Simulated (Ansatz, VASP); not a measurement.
**Sc: VASP beside Ansatz**

The input INCAR:

```
SYSTEM = Sc
PREC = Accurate
ENCUT = 520
EDIFF = 1E-6
ISMEAR = 0
SIGMA = 0.1
LREAL = .FALSE.
LASPH = .TRUE.
NELM = 60
ALGO = Normal
ISIF = 2
LWAVE = .FALSE.
LCHARG = .TRUE.
GGA = PS
LELF = .TRUE.
LVHAR = .TRUE.
NBANDS = 30
```

The input KPOINTS:

```
regular mesh
0
G
  4 4 4
  0 0 0
```

The input POSCAR:

```
Sc
1.0
    2.4948238246     -4.2282637227      0.0000000000
    2.4948238246      4.2282637227      0.0000000000
    0.0000000000      0.0000000000      4.9962847311
Sc
4
Direct
    0.1525000000      0.8475000000      0.0785000000
    0.6525000000      0.3475000000      0.4215000000
    0.8475000000      0.1525000000      0.9215000000
    0.3475000000      0.6525000000      0.5785000000
```

Input for Ansatz:

```yaml
crystal:
  lattice:
    - [2.4948238246, -4.2282637227, 0.0]
    - [2.4948238246, 4.2282637227, 0.0]
    - [0.0, 0.0, 4.9962847311]
  atoms:
    - { symbol: Sc, position: [0.1525, 0.8475, 0.0785] }
    - { symbol: Sc, position: [0.6525, 0.3475, 0.4215] }
    - { symbol: Sc, position: [0.8475, 0.1525, 0.9215] }
    - { symbol: Sc, position: [0.3475, 0.6525, 0.5785] }
basis:
  ecutwfc: 420
kpoints:
  mp_grid: { grid: [4, 4, 4] }
hamiltonian:
  xc: pbesol
scf:
  occupations: { method: gaussian, width: 0.1 }
  lower_state_search: "off"
output:
  forces: true
  stress: true
  eigenvalues: true
```

Alike in both runs: task single point; functional PBEsol; k mesh 4 × 4 × 4; occupations gaussian, width 0.1 eV; no spin polarisation.

|  | VASP | Ansatz |
| --- | --- | --- |
| version | VASP 6.6.1 | Ansatz 0.2.0 |
| potentials or method | VASP PAW PBE potentials, release 64 (Sc_sv) | scalar-relativistic, plane waves, PAW |
| plane-wave cutoff (eV) | 520 | 420 |
| valence electrons in the cell | 44 | 44 |

VASP gave:

```
gap on the k mesh at the Fermi level (eV)       : none
pressure (GPa)                                  : 1.3
largest component of the traceless stress (GPa) : 5.58
rms of the force components (eV/Å)              : 0.135
```

**Question.** Estimate Ansatz's values.

**Answer.** gap on the k mesh at the Fermi level (eV): none; pressure (GPa): 1.3; largest component of the traceless stress (GPa): 5.54; rms of the force components (eV/Å): 0.135.

Atom by atom the forces differ by 0.004 eV/Å (rms over components). A gap of «none» marks a metal or a gap that the smearing closes. With one functional, cell and mesh, what is left measures potentials, basis and numerics.

Caveats: the k mesh is coarse (spacing up to 0.37 Å⁻¹), so the values aren't converged; the PAW data sets were made with another functional, which shifts forces and pressure a little (VASP).
